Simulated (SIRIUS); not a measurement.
# AgCl (Chlorargyrite) under changes of volume

One of the cells (20.458 Å³/atom); the others are scaled copies at fixed shape and fractional positions:

```
Ag Cl
1.0
     0.00000    2.73500    2.73500
     2.73500    0.00000    2.73500
     2.73500    2.73500    0.00000
Ag Cl
1 1
Direct
  0.00000 0.00000 0.00000
  0.50000 0.50000 0.50000
```

* Program: SIRIUS 7.12.0
* Functional: LDA
* Potentials or basis: all-electron FP-LAPW
* Cutoff: 163 eV
* Basis: apw+lo standard
* k mesh: 8 × 8 × 8
* Occupations: fermi-dirac, width 0.05 eV
* Spin: no spin polarisation

```csv
volume (Å³/atom),energy over the lowest point (meV/atom),gap on the mesh (eV)
19.231,0.00,0.63
19.640,2.88,0.62
20.049,8.20,0.62
20.458,16.77,0.61
20.868,27.26,0.61
21.277,40.68,0.62
21.686,?,?
```

Q: What does the run at 21.686 Å³/atom give?

A: Energy over the lowest point 55.69 meV/atom; gap on the mesh 0.62 eV.

Worked out: A Birch-Murnaghan fit of order 3 (a polynomial in V^(-2/3)) to the other rows has its minimum at 19.03 Å³/atom, just outside them, with B0 = V·E''(V) = 51 GPa (rough, since the energies scatter). It gives 56.30 meV/atom at 21.686 Å³/atom, against the run's 55.69. A parabola through the other rows of the gap, of slope 0.463 eV per unit of ln V there, extrapolates to 0.62 eV, against the run's 0.62.

Energies are extrapolated to zero smearing.

A mesh can miss the band edges. Spin-orbit coupling on Ag is left out.
